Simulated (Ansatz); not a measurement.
**CsBr: how the settings move a single-point run**

How sensitive is a single-point run of CsBr to its settings? A reference run comes first, then one run with altered input.

The COD entry's cell or inner coordinates are ideal or old and differ from later refinements, so a difference from it is no clean test against experiment.

Program: Ansatz 0.2.0. Level of theory: reference: DFT, PBE, all-electron PAW with datasets made for the crystal, scalar-relativistic. These are calculated values, not measurements.

### 1 The structure to begin with

The structure is cubic, space group Pm-3m (No. 221). The conventional cell has a = 4.213 Å, b = 4.213 Å, c = 4.213 Å, α = 90.00°, β = 90.00°, γ = 90.00°. Cs (site symmetry m-3m) is surrounded by 8 Br at 3.65 Å. Br (site symmetry m-3m) has 8 Cs at 3.65 Å as nearest neighbours.

Coordinates:

```
Cs Br
1.0
     4.21334    0.00000    0.00000
     0.00000    4.21334    0.00000
     0.00000    0.00000    4.21334
Cs Br
1 1
Direct
  0.00000 0.00000 0.00000
  0.50000 0.50000 0.50000
```

### 2 The reference run

Input file input.yaml:

```yaml
crystal:
  lattice:
    - [4.2133418957, 0.0, 0.0]
    - [0.0, 4.2133418957, 0.0]
    - [0.0, 0.0, 4.2133418957]
  atoms:
    - { symbol: Cs, position: [0.0, 0.0, 0.0] }
    - { symbol: Br, position: [0.5, 0.5, 0.5] }
kpoints:
  mp_grid: { grid: [6, 6, 6] }
scf:
  occupations: { method: fermi_dirac, width: 0.03 }
hamiltonian:
  xc: pbe
  pseudopotentials: { kind: all_electron, datasets: crystal }
output:
  forces: true
  stress: true
  eigenvalues: true
  efg: { contact_densities: true }
```

The run is started by

```
$ ansatz run input.yaml --threads 1 --pin off --max-ram 2048MiB --backend cpu --events-out ev --progress --plain --runs-dir out
```

### 3 Changed: scf.algorithm density_mixing

Edit input.yaml of step 2 so:

```diff
@@ -12,2 +12,3 @@
   occupations: { method: fermi_dirac, width: 0.03 }
+  algorithm: density_mixing
 hamiltonian:
```

Before running it: what results should come out? Wanted: for each run, ending; energy change; pressure; gap; force.

The runs gave:

| run | ending | energy change | pressure (GPa) | gap (eV) | force (eV/Å) | cycles | time |
| --- | --- | --- | --- | --- | --- | --- | --- |
| reference | converged | 0 | 2.1 | 4.73 | 0.00 | 8 | 3.5 s |
| 1: scf.algorithm density_mixing | converged | 0.0 meV/atom | 2.1 | 4.73 | 0.00 | 8 | 3.1 s |

Residual by cycle in the longest SCF loop of each run; runs are numbered as in the table. The quantity is the density residual dr2, in eV.

| cycle | reference | run 1 |
| --- | --- | --- |
| 1 | 0.807 | 0.807 |
| 2 | 0.159 | 0.159 |
| 3 | 0.0126 | 0.0126 |
| 4 | 5.9e-4 | 5.9e-4 |
| 5 | 2.3e-5 | 2.3e-5 |
| 6 | 2.6e-6 | 2.6e-6 |
| 7 | 9.4e-8 | 9.4e-8 |
| 8 | 9.2e-9 | 9.2e-9 |

What this shows: Energy and cycle count are those of the reference, so the change (solver) left the result and the number of cycles as they were. The gap of the reference lacks spin-orbit coupling, though the cell holds Cs.

These are semilocal Kohn-Sham gaps, which aren't the measured quantity. Such gaps usually fall short of the measured ones.
